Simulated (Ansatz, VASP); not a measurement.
BP: VASP beside Ansatz

```xyz
2
Lattice="0.0000 2.2840 2.2840 2.2840 0.0000 2.2840 2.2840 2.2840 0.0000" Properties=species:S:1:pos:R:3 pbc="T T T"
P     3.4260    3.4260    3.4260
B     0.0000    0.0000    0.0000
```

Alike in both runs: task single point; functional RPBE; k mesh 10 × 10 × 10; occupations fermi-dirac, width 0.05 eV; no spin polarisation.

```csv
,VASP,Ansatz
version,VASP 6.6.1,Ansatz 0.2.0
potentials or method,"VASP PAW PBE potentials, release 64 (P, B)",Ansatz PAW
plane-wave cutoff (eV),520,420
valence electrons in the cell,8,8
```

VASP gave:

* gap on the k mesh at the Fermi level (eV): 1.28
* least direct gap on the mesh (eV): 3.37
* pressure (GPa): 0.3

Question: Estimate Ansatz's values.

Answer: gap on the k mesh at the Fermi level (eV): 1.29; least direct gap on the mesh (eV): 3.38; pressure (GPa): 0.7.

The functional is the same, so the differences come from potentials, cutoffs and numerics.

Caveats: the PAW data sets were made with another functional, which shifts forces and pressure a little (VASP); the PAW data sets come from PBE, with cores solved anew for the run's functional, which leaves a small shift of forces and pressure (Ansatz). A k mesh can miss the band edges. RPBE gaps usually lie below the measured ones, often by a third to a half.
